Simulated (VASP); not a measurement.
# Al (Fm-3m) in VASP: density of states with PBEsol

Aim: the density of states of Al with PBEsol.

All numbers are computed with VASP 6.6.1; they aren't measurements. Logs are shortened: lines on timing, memory, paths and dates and some standing lists are left out, and cuts for length are marked.

## Step 1: The structure

It takes space group Fm-3m (No. 225, cubic). The conventional cell has a = 4.016 Å, b = 4.016 Å, c = 4.016 Å, α = 90.00°, β = 90.00°, γ = 90.00°. Al (site symmetry m-3m) is surrounded by 12 Al at 2.84 Å.

## Step 2: Density of states, PBEsol

POSCAR

```
Al                                      
1.0
    0.0000000000      2.0080141416      2.0080141416
    2.0080141416      0.0000000000      2.0080141416
    2.0080141416      2.0080141416      0.0000000000
  Al            
     1
Direct
     0.0000000000000000    0.0000000000000000    0.0000000000000000
```

INCAR.step1

```
SYSTEM = Al
PREC     = Accurate       ! precision mode
ENCUT    = 520            ! plane-wave cutoff, eV
EDIFF    = 1E-7           ! SCF threshold, eV
ISMEAR   = 0              ! smearing method
SIGMA    = 0.1            ! smearing width, eV
LREAL    = .False.        ! projectors in reciprocal space
LASPH    = .True.         ! aspherical terms in the spheres
NELM     = 80             ! most SCF steps
ALGO     = Normal         ! electronic algorithm
ISIF     = 2              ! what is computed and relaxed
LWAVE    = .False.        ! write WAVECAR
LCHARG   = .True.         ! write CHGCAR
GGA      = PS             ! functional
NBANDS   = 8              ! bands
```

KPOINTS.step1

```
Automatic mesh
0
Gamma
  18 18 18
  0 0 0
```

INCAR.step2

```
SYSTEM = Al
PREC     = Accurate       ! precision mode
ENCUT    = 520            ! plane-wave cutoff, eV
EDIFF    = 1E-7           ! SCF threshold, eV
ISMEAR   = -5             ! smearing method
SIGMA    = 0.1            ! smearing width, eV
LREAL    = .False.        ! projectors in reciprocal space
LASPH    = .True.         ! aspherical terms in the spheres
NELM     = 80             ! most SCF steps
ALGO     = Normal         ! electronic algorithm
ISIF     = 2              ! what is computed and relaxed
LWAVE    = .False.        ! write WAVECAR
LCHARG   = .False.        ! write CHGCAR
GGA      = PS             ! functional
LORBIT   = 10             ! projections on sites
NBANDS   = 8              ! bands
NEDOS    = 1001           ! points of the DOS
ICHARG   = 11             ! starting density
```

KPOINTS.step2

```
Automatic mesh
0
Gamma
  27 27 27
  0 0 0
```

Potentials or basis: VASP PAW PBE potentials, release 64 (Al).

The run is started by

```console
cat potpaw_PBE.64/Al/POTCAR > POTCAR
cp INCAR.step1 INCAR
cp KPOINTS.step1 KPOINTS
mpirun -np 1 vasp_std > vasp.out
cp INCAR.step2 INCAR
cp KPOINTS.step2 KPOINTS
mpirun -np 1 vasp_std > vasp.out
```

OUTCAR:

```text
SYSTEM = Al
   PREC = Accurate
   ENCUT = 520
   EDIFF = 1E-7
   ISMEAR = -5
   LREAL = .False.
   LASPH = .True.
   NELM = 80
   ISIF = 2
   GGA = PS
   LORBIT = 10
   ICHARG = 11

 ion  position               nearest neighbor table
   1  0.000  0.000  0.000-

  LATTYP: Found a face centered cubic cell.
 ALAT       =     4.0160282832

  Lattice vectors:

 A1 = (   0.0000000000,   2.0080141416,   2.0080141416)
 A2 = (   2.0080141416,   0.0000000000,   2.0080141416)
 A3 = (   2.0080141416,   2.0080141416,   0.0000000000)

Analysis of symmetry for initial positions (statically):
=====================================================================
 Subroutine PRICEL returns:
 Original cell was already a primitive cell.

 Routine SETGRP: Setting up the symmetry group for a
 face centered cubic supercell.

 Subroutine GETGRP returns: Found 48 space group operations
 (whereof 48 operations were pure point group operations)
 out of a pool of 48 trial point group operations.

The static configuration has the point symmetry O_h .

Analysis of symmetry for dynamics (positions and initial velocities):
=====================================================================
 Subroutine PRICEL returns:
 Original cell was already a primitive cell.

 Routine SETGRP: Setting up the symmetry group for a
 face centered cubic supercell.

 Subroutine GETGRP returns: Found 48 space group operations
 (whereof 48 operations were pure point group operations)
 out of a pool of 48 trial point group operations.

The dynamic configuration has the point symmetry O_h .

 Subroutine INISYM returns: Found 48 space group operations
 (whereof 48 operations are pure point group operations),
 and found     1 'primitive' translations

----------------------------------------------------------------------------------------

                                     Primitive cell

  volume of cell :      16.1931

  direct lattice vectors                    reciprocal lattice vectors
     0.000000000  2.008014142  2.008014142    -0.249002230  0.249002230  0.249002230
     2.008014142  0.000000000  2.008014142     0.249002230 -0.249002230  0.249002230
     2.008014142  2.008014142  0.000000000     0.249002230  0.249002230 -0.249002230

  length of vectors
     2.839760832  2.839760832  2.839760832     0.431284514  0.431284514  0.431284514

  position of ions in fractional coordinates (direct lattice)
     0.000000000  0.000000000  0.000000000

  ion indices of the primitive-cell ions
   primitive index   ion index
                 1           1

----------------------------------------------------------------------------------------

 KPOINTS: Automatic mesh

Automatic generation of k-mesh.
 Grid dimensions read from file:
 generate k-points for:   27   27   27

 Generating k-lattice:

  Cartesian coordinates                     Fractional coordinates (reciprocal lattice)
    -0.009222305  0.009222305  0.009222305     0.037037037  0.000000000  0.000000000
     0.009222305 -0.009222305  0.009222305     0.000000000  0.037037037  0.000000000
     0.009222305  0.009222305 -0.009222305     0.000000000  0.000000000  0.037037037

  Length of vectors
     0.015973501  0.015973501  0.015973501

  Shift w.r.t. Gamma in fractional coordinates (k-lattice)
     0.000000000  0.000000000  0.000000000

 TETIRR: Found   2653 inequivalent tetrahedra from   118098

 Subroutine IBZKPT returns following result:
 ===========================================

 Found    560 irreducible k-points:

 Following reciprocal coordinates:
            Coordinates               Weight
  0.000000  0.000000  0.000000      1.000000
  0.037037  0.000000  0.000000      8.000000
  0.074074  0.000000  0.000000      8.000000
  0.111111  0.000000  0.000000      8.000000
  0.148148  0.000000  0.000000      8.000000
  0.185185  0.000000  0.000000      8.000000
[... 16 lines left out ...]
  0.333333  0.037037  0.000000     24.000000
  0.370370  0.037037  0.000000     24.000000
 [... further k-points ...]
   k-points           NKPTS =    560   k-points in BZ     NKDIM =    560   number of bands    NBANDS=      8
   number of dos      NEDOS =   1001   number of ions     NIONS =      1
   total plane-waves  NPLWV =  13824
   dimension x,y,z NGX =    24 NGY =   24 NGZ =   24
   dimension x,y,z NGXF=    48 NGYF=   48 NGZF=   48
   ions per type =               1
   NGX,Y,Z   is equivalent  to a cutoff of  14.05, 14.05, 14.05 a.u.
   NGXF,Y,Z  is equivalent  to a cutoff of  28.10, 28.10, 28.10 a.u.
 SYSTEM =  Al
   PREC   = accura    normal or accurate (medium, high low for compatibility)
   ISTART =      0    job   : 0-new  1-cont  2-samecut
   ICHARG =     11    charge: 1-file 2-atom 10-const
   ISPIN  =      1    spin polarized calculation?
   LNONCOLLINEAR =      F non collinear calculations
   LSORBIT =      F    spin-orbit coupling
   LASPH  =      T    aspherical Exc in radial PAW
   ENCUT  =  520.0 eV  38.22 Ry    6.18 a.u.   5.28  5.28  5.28*2*pi/ulx,y,z
   NELM   =     80;   NELMIN=  2; NELMDL=  0     # of ELM steps
   EDIFF  = 0.1E-06   stopping-criterion for ELM
   LREAL  =      F    real-space projection
   EDIFFG = 0.1E-05   stopping-criterion for IOM
   NSW    =      0    number of steps for IOM
   IBRION =     -1    ionic relax: 0-MD 1-quasi-New 2-CG
   NFREE  =      0    steps in history (QN), initial steepest desc. (CG)
   ISIF   =      2    stress and relaxation
   ISYM   =      2    0-nonsym 1-usesym 2-fastsym
   POTIM  = 0.5000    time-step for ionic-motion
   TEBEG  =    0.0;   TEEND  =   0.0 temperature during run
   PSTRESS=    0.0 pullay stress
   NELECT =       3.0000    total number of electrons
   NUPDOWN=      -1.0000    fix difference up-down
   EMIN   =  10.00;   EMAX   =-10.00  energy-range for DOS
   EFERMI =   0.00;   METHOD = LEGACY
   ISMEAR =    -5;   SIGMA  =   0.10  broadening in eV -4-tet -1-fermi 0-gaus
   EFERMI_NEDOS =   21; number of points for ismear=-14 and -15
   IALGO  =     38    algorithm
   IMIX   =      4    mixing-type and parameters
     AMIX     =   0.40;   BMIX     =  1.00
     AMIX_MAG =   1.60;   BMIX_MAG =  1.00
  volume/ion in A,a.u.               =      16.19       109.28
  Fermi-wavevector in a.u.,A,eV,Ry     =   0.933265  1.763616 11.850460  0.870984
  Thomas-Fermi vector in A             =   2.059949
   LORBIT       =     10    0 simple, 1 ext, 2 COOP (PROOUT), +10 PAW based schemes
   GGA     = PS    functional components
   LHFCALC =     F    Hartree Fock is set to
   AEXX    =    0.0000 exact exchange contribution
   IVDW    =     0    specifies the selected vdW correction
   LEPSILON=     F    determine dielectric tensor
   LRPA    =     F    only Hartree local field effects (RPA)
 non-spin polarized calculation
 Fermi weights with tetrahedron method with Bloechl corrections
  energy-cutoff  :      520.00
  volume of cell :       16.19
 maximum number of plane-waves:       448
 NGX is ok and might be reduce to    24

 number of electron       3.0000000 magnetization

 Free energy of the ion-electron system (eV)
  ---------------------------------------------------
  ext. energy  EPLUGINS =         0.00000000
  ---------------------------------------------------
  free energy    TOTEN  =        -4.09259746 eV

  energy without entropy =       -4.09259746  energy(sigma->0) =       -4.09259746

 E-fermi :   8.1670     XC(G=0): -10.3254

 val. band max:        8.2611095645   @ k =  -0.3704   0.4444   0.1481
 cond. band min:       8.1037964204   @ k =  -0.2963   0.4815   0.1852
 fundamental gap:     -0.1573131440
 Fermi energy:         8.1669944802

 k-point     1 :       0.0000    0.0000    0.0000
  band No.  band energies     occupation
      1      -3.1134      2.00000
      2      20.8458      0.00000
      3      20.8458      0.00000
      4      20.8458      0.00000
      5      22.4801      0.00000
      6      22.4801      0.00000
      7      22.4801      0.00000
      8      24.7683      0.00000

 k-point     2 :       0.0370    0.0000    0.0000
  band No.  band energies     occupation
      1      -3.0756      2.00000
      2      20.0275      0.00000
      3      20.6985      0.00000
      4      20.6985      0.00000
      5      22.6869      0.00000
      6      22.6869      0.00000
      7      22.8671      0.00000
      8      25.1727      0.00000

 k-point     3 :       0.0741    0.0000    0.0000
  band No.  band energies     occupation
      1      -2.9624      2.00000
      2      18.6143      0.00000
      3      20.3872      0.00000
      4      20.3872      0.00000
      5      23.0988      0.00000
      6      23.1729      0.00000
      7      23.1729      0.00000
      8      26.2770      0.00000

 k-point     4 :       0.1111    0.0000    0.0000
  band No.  band energies     occupation
      1      -2.7739      2.00000
      2      17.1075      0.00000
      3      20.0525      0.00000
      4      20.0525      0.00000
      5      23.0807      0.00000
      6      23.7771      0.00000
      7      23.7771      0.00000
      8      26.2040      0.00000

 k-point     5 :       0.1481    0.0000    0.0000
  band No.  band energies     occupation
      1      -2.5105      2.00000
      2      15.5973      0.00000
      3      19.7469      0.00000
      4      19.7469      0.00000
      5      22.9743      0.00000
      6      24.3223      0.00000
      7      24.3223      0.00000
      8      25.6080      0.00000
[... 177 lines left out ...]
 k-point    22 :       0.2963    0.0370    0.0000
  band No.  band energies     occupation
      1      -0.8785      2.00000
      2      10.4018      0.00000
      3      18.3340      0.00000
      4      19.4463      0.00000
      5      21.4498      0.00000
      6      23.0801      0.00000
      7      23.2399      0.00000
      8      26.6098      0.00000

 k-point    23 :       0.3333    0.0370    0.0000
  band No.  band energies     occupation
      1      -0.2729      2.00000
      2       9.0976     -0.07095
      3      18.2879      0.00000
      4      19.4069      0.00000
      5      20.8272      0.00000
      6      22.6344      0.00000
      7      23.0806      0.00000
      8      26.1303      0.00000

 k-point    24 :       0.3704    0.0370    0.0000
  band No.  band energies     occupation
      1       0.4037      2.00000
      2       7.8516      1.63307
      3      18.3047      0.00000
      4      19.4274      0.00000
      5      20.2635      0.00000
      6      22.0814      0.00000
      7      23.1394      0.00000
      8      25.5687      0.00000

 [... further k-points ...]
[... 5 lines left out ...]
  --------------------------------------------------------------------------------------
  -------------------------------------------------------------------------------------
  Total       -0.0176092     -0.0176092     -0.0176092      0.0000000     -0.0000000     -0.0000000
  in kB       -1.7422891     -1.7422891     -1.7422891      0.0000000     -0.0000000     -0.0000000
  external PRESSURE =      -1.7422891 kB  Pullay stress =       0.0000000 kB

 VOLUME and BASIS-vectors are now :
 -----------------------------------------------------------------------------
  energy-cutoff  :      520.00
  volume of cell :       16.19
      direct lattice vectors                 reciprocal lattice vectors
     0.000000000  2.008014142  2.008014142    -0.249002230  0.249002230  0.249002230
     2.008014142  0.000000000  2.008014142     0.249002230 -0.249002230  0.249002230
     2.008014142  2.008014142  0.000000000     0.249002230  0.249002230 -0.249002230

 POSITION                                       TOTAL-FORCE (eV/Angst)
 -----------------------------------------------------------------------------------
      0.00000      0.00000      0.00000        -0.000000      0.000000     -0.000000
 -----------------------------------------------------------------------------------
    total drift:                               -0.000000      0.000000      0.000000

  FREE ENERGIE OF THE ION-ELECTRON SYSTEM (eV)
  ---------------------------------------------------
  free  energy   TOTEN  =        -4.0925974614 eV

  energy  without entropy=       -4.0925974614  energy(sigma->0) =       -4.09259746

 total charge

# of ion       s       p       d       tot
------------------------------------------
    1        0.427   0.347   0.000   0.774
```

It took 52 s on 1 thread of AMD EPYC 7R13 (Zen 3), shared host; peak memory 0.15 GiB.

Results:

```
Valence electrons inside the program's atomic spheres : Al 0.77
```

States per cell in windows of 1 eV (zero at the Fermi level; states under -8 eV left out):
| from (eV) | total | Al1_p | Al1_s | Al1_d |
| --- | --- | --- | --- | --- |
| -8.0 | 0.22 | 0.02 | 0.04 | 0.00 |
| -7.0 | 0.26 | 0.02 | 0.05 | 0.00 |
| -6.0 | 0.29 | 0.03 | 0.04 | 0.00 |
| -5.0 | 0.31 | 0.04 | 0.04 | 0.00 |
| -4.0 | 0.35 | 0.05 | 0.04 | 0.00 |
| -3.0 | 0.37 | 0.06 | 0.04 | 0.00 |
| -2.0 | 0.36 | 0.05 | 0.03 | 0.00 |
| -1.0 | 0.37 | 0.06 | 0.03 | 0.00 |
| 0.0 | 0.42 | 0.06 | 0.04 | 0.00 |
| 1.0 | 0.43 | 0.06 | 0.04 | 0.00 |
| 2.0 | 0.44 | 0.06 | 0.04 | 0.00 |
| 3.0 | 0.48 | 0.07 | 0.05 | 0.00 |
| 4.0 | 0.51 | 0.09 | 0.05 | 0.00 |
| 5.0 | 0.55 | 0.11 | 0.04 | 0.00 |
| 6.0 | 0.56 | 0.12 | 0.03 | 0.00 |
| 7.0 | 0.53 | 0.11 | 0.02 | 0.00 |

Caveat: the PAW data sets were made with another functional, which shifts forces and pressure a little; tetrahedron occupations give inexact forces and stress in metals.
